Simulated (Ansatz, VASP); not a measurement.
# Two plane-wave programs on Ti

The input INCAR:

```
PREC = Accurate
ENCUT = 520
EDIFF = 1E-6
ISMEAR = 0
SIGMA = 0.15
LREAL = F
LASPH = T
NELM = 100
ALGO = Fast
ISIF = 2
LWAVE = F
LCHARG = T
GGA = CA
LELF = T
LVHAR = T
NBANDS = 12
```

File KPOINTS:

```
Automatic mesh
0
Gamma
  20 20 20
```

POSCAR

```
Ti
1.0
    0.0000000000      2.0300000000      2.1315000000
    2.0300000000      0.0000000000      2.1315000000
    2.0300000000      2.0300000000      0.0000000000
Ti
1
Direct
    0.0000000000      0.0000000000      0.0000000000
```

Input for Ansatz:

```yaml
crystal:
  lattice:
    - [0.0, 2.03, 2.1315]
    - [2.03, 0.0, 2.1315]
    - [2.03, 2.03, 0.0]
  atoms:
    - { symbol: Ti, position: [0.0, 0.0, 0.0] }
basis:
  ecutwfc: 420
kpoints:
  mp_grid: { grid: [20, 20, 20] }
hamiltonian:
  xc: lda
scf:
  occupations: { method: gaussian, width: 0.15 }
output:
  forces: true
  stress: true
  eigenvalues: true
```

Change from the starting cell: strain +0.000 along x and y, +0.050 along z, atoms carried along.

Alike in both runs: task single point; functional LDA; k mesh 20 × 20 × 20; occupations gaussian, width 0.15 eV; no spin polarisation.

```csv
,VASP,Ansatz
version,VASP 6.6.1,Ansatz 0.2.0
potentials or method,"VASP PAW LDA potentials, release 64 (Ti_sv)","scalar-relativistic, plane waves, PAW"
plane-wave cutoff (eV),520,420
valence electrons in the cell,12,12
```

|  | VASP | Ansatz | Ansatz less VASP |
| --- | --- | --- | --- |
| gap on the k mesh at the Fermi level (eV) | none | none | - |
| pressure (GPa) | -9.9 | -9.6 | +0.36 |
| largest component of the traceless stress (GPa) | 0.99 | 1.00 | +0.007 |

A gap of «none» marks a metal or a gap that the smearing closes.
